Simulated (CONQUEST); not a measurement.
# CdSe (F-43m) in CONQUEST: reference runs

How does CdSe come out in PBEsol? The cell is run as given.

All numbers are computed with CONQUEST 1.3; they aren't measurements. Logs are shortened: lines on timing, memory, paths and dates and some standing lists are left out, and cuts for length are marked.

### Step 1. Starting point

Symmetry: F-43m, No. 216, cubic system. Conventional cell: a = 6.141 Å, b = 6.141 Å, c = 6.141 Å, α = 90.00°, β = 90.00°, γ = 90.00°. Around Cd (site symmetry -43m) lie 4 Se at 2.66 Å. Se (site symmetry -43m) is surrounded by 4 Cd at 2.66 Å.

Measurements of this composition are mostly on another form, of space group No. 186.

### Step 2. Single point, PBEsol

The input, Conquest_input:

```
IO.Title CdSe
IO.Coordinates coords.dat
IO.FractionalAtomicCoords T
IO.Iprint 2
IO.Iprint_init 1
General.NumberOfSpecies 2
General.PseudopotentialType hamann
AtomMove.TypeOfRun static
AtomMove.FullStress T
Grid.GridCutoff 120
DM.SolutionMethod diagon
Diag.MPMesh T
Diag.GammaCentred T
Diag.MPMeshX 6
Diag.MPMeshY 6
Diag.MPMeshZ 5
Diag.kT 0.00183747
minE.SCTolerance 1e-6
SC.MaxIters 100
IO.AtomChargeOutput T
IO.DumpChargeDensity T
IO.DumpESPot T
%block ChemicalSpeciesLabel
1 112.410 Cd
2 78.960 Se
%endblock
```

The input, coords.dat:

```
    8.2052270573     0.0000000000     0.0000000000
    0.0000000000     8.2052270573     0.0000000000
    0.0000000000     0.0000000000    11.6039433870
4
  0.0000000000   0.0000000000   0.0000000000 1 T T T
  0.5000000000   0.5000000000   0.5000000000 1 T T T
  0.0000000000   0.5000000000   0.7500000000 2 T T T
  0.5000000000   0.0000000000   0.2500000000 2 T T T
```

Potentials or basis: PseudoDojo NC PBEsol, DZP, grid cutoff 120 Ha.

Run with:

```bash
$ OMP_NUM_THREADS=1 Conquest
```

What it wrote:

```text
Simulation cell dimensions:     8.2052 a0 x     8.2052 a0 x    11.6039 a0

      Atomic coordinates (a0)
         Atom         X         Y         Z  Species
            1    0.0000    0.0000    0.0000        1
            2    4.1026    4.1026    5.8020        1
            3    0.0000    4.1026    8.7030        2
            4    4.1026    0.0000    2.9010        2

         Monkhorst-Pack mesh:   6 x   6 x   5 gamma-centred
        This calculation includes non-local pseudopotentials,
         with a maximum core radius of      6.68472097

    Job title: CdSe
    Job to be run: static calculation

[... 5 lines left out ...]
      Using Fermi-Dirac smearing

    Integration grid size:     48 x   48 x   60

    Integration grid spacing:  0.171 a0 x 0.171 a0 x 0.193 a0

    Number of species:  2
    --------------------------------------------------------
    |   #  mass (au)  Charge (e)  SF Rad (a0)  NSF  Label  |
    --------------------------------------------------------
    |   1    112.410      20.000        6.962   19  Cd     |
    |   2     78.960      16.000        6.576   18  Se     |
    --------------------------------------------------------
          SCF tolerance:                 0.00000100
          SCF iterations:               100

    LibXC version:  6. 2. 2
    Using the GGA functional Perdew, Burke & Ernzerhof SOL
    Using the GGA functional Perdew, Burke & Ernzerhof SOL

           radial cut-off to be used is taken to be max PAO cut-off radius for this species:    6.684721

           greatest ang. mom. for making density from PAOs:  2

           radial cut-off to be used is taken to be max PAO cut-off radius for this species:    6.366323

           greatest ang. mom. for making density from PAOs:  2
    Minimum blocs/proc is     2160. Maximum blocs/proc is     2160
    set_atom_dens: In set_atomic_density, electrons :      72.000000000000
 matrix_size & matrix_size_padH =           74          74

    Screened ion int: energy:    -475.294422475929 Ha

    new_SC_potl: Starting.  Tolerance:  0.10000E-05

    PulayMixSC: Starting Pulay mixing, A_up =  0.500 A_dn =  0.500
    PulayMixSC: Spin non-polarised calculation.
          Harris-Foulkes Energy            :      -592.699110628187100 Ha
          (TS=0 as O(N) or entropic contribution is negligible)
          DFT Total Energy                 :      -592.640691102925302 Ha
          Total number of electrons        :        71.999999999999531
    PulayMixSC: Pulay iteration     1 residual:              0.12266E-02
          Harris-Foulkes Energy            :      -592.674033305061812 Ha
          GroundState Energy (E-(1/2)TS)   :      -592.674034463387898 Ha
          Free Energy (E-TS)               :      -592.674035621713870 Ha
          DFT Total Energy                 :      -592.671152382899436 Ha
          Total number of electrons        :        72.000029036499811
    PulayMixSC: Pulay iteration     2 residual:              0.51565E-03
          Harris-Foulkes Energy            :      -592.672625665104306 Ha
          GroundState Energy (E-(1/2)TS)   :      -592.672626226889633 Ha
          Free Energy (E-TS)               :      -592.672626788674847 Ha
          DFT Total Energy                 :      -592.672391193456519 Ha
          Total number of electrons        :        72.000043730711397
    PulayMixSC: Pulay iteration     3 residual:              0.23144E-03
          Harris-Foulkes Energy            :      -592.672420322421999 Ha
          GroundState Energy (E-(1/2)TS)   :      -592.672420996630535 Ha
          Free Energy (E-TS)               :      -592.672421670839071 Ha
          DFT Total Energy                 :      -592.672418746561107 Ha
          Total number of electrons        :        72.000059178559468
    PulayMixSC: Pulay iteration     4 residual:              0.15965E-04
          Harris-Foulkes Energy            :      -592.672418977819120 Ha
          GroundState Energy (E-(1/2)TS)   :      -592.672419647834545 Ha
          Free Energy (E-TS)               :      -592.672420317850083 Ha
          DFT Total Energy                 :      -592.672418874592267 Ha
          Total number of electrons        :        72.000060891629047
    PulayMixSC: Pulay iteration     5 residual:              0.63394E-05
          Harris-Foulkes Energy            :      -592.672418823877251 Ha
          GroundState Energy (E-(1/2)TS)   :      -592.672419492304471 Ha
          Free Energy (E-TS)               :      -592.672420160731804 Ha
          DFT Total Energy                 :      -592.672418822834743 Ha
          Total number of electrons        :        72.000060922210039
    PulayMixSC: Pulay iteration     6 residual:              0.26535E-06
    PulayMixSC: Reached SCF tolerance of  0.26535E-06 after      6 iterations
      | Number of electrons      =        72.000061
      |* band energy as 2Tr[K.H] =       -98.870422325531479 Ha
      |  screened ion-ion energy =      -475.294422475929196 Ha
      |  Ha correction           =         1.648266302664448 Ha
      |  XC correction           =       -20.155842551844128 Ha
      | GS Energy as E-(1/2)TS   =      -592.672419492304471 Ha
      | Free Energy as E-TS      =      -592.672420160731804 Ha
      |* Harris-Foulkes energy   =      -592.672418823877251 Ha
      |* DFT total energy        =      -592.672418822834743 Ha
      |  estimated accuracy      =        -0.000000001042508 Ha

    force: Forces on atoms (Ha/a0)
    force:  Atom   X              Y              Z
    force:     1   0.0000000000  -0.0000000000  -0.0000000000
    force:     2  -0.0000000000   0.0000000000   0.0000000000
    force:     3   0.0000000000  -0.0000000000   0.0000000000
    force:     4  -0.0000000000  -0.0000000000   0.0000000000

    force: Maximum force :        0.00000000(Ha/a0) on atom         1 in z direction
    force: Force Residual:        0.00000000 Ha/a0
    force: Total stress:          0.68394458    -0.00000000     0.00000000 GPa
                            -0.00000000     0.68394458     0.00000000
                             0.00000000     0.00000000     0.78618298
    force: Average pressure:     -0.71802404 GPa

    force: Finished force
    get_E_and_F: Change in energy during last step of electronic optimisation:  0.15394E-06

    BIBLIOGRAPHY: Please consider citing the following references in the conquest.bib file

    CONQUEST:         Bowler2002pt, Miyazaki2004, Nakata2020
    Basis:            Bowler2019
    DM:               Bowler:2006xr
    Pseudopotentials: Hamann2013, Bowler2019
    XC references from LibXC:
```

It took 84 s on 1 thread of Intel Xeon at 2.50GHz (Skylake/Cascade Lake), shared host; peak memory 0.69 GiB.

What came out:

```
Free energy            : -16127.4381 eV
Pressure               : -0.7 GPa
Band gap on the k mesh : 0.61 eV
Mulliken charges       : Cd +0.43; Se -0.43 e
```

Caveat: Mulliken charges move with the basis; the box holds several primitive cells, so bands are folded and the points are those of the box's own zone; the basis of atomic orbitals isn't converged, which shifts pressures, moduli and gaps; the real-space grid breaks the cell's symmetry a little.
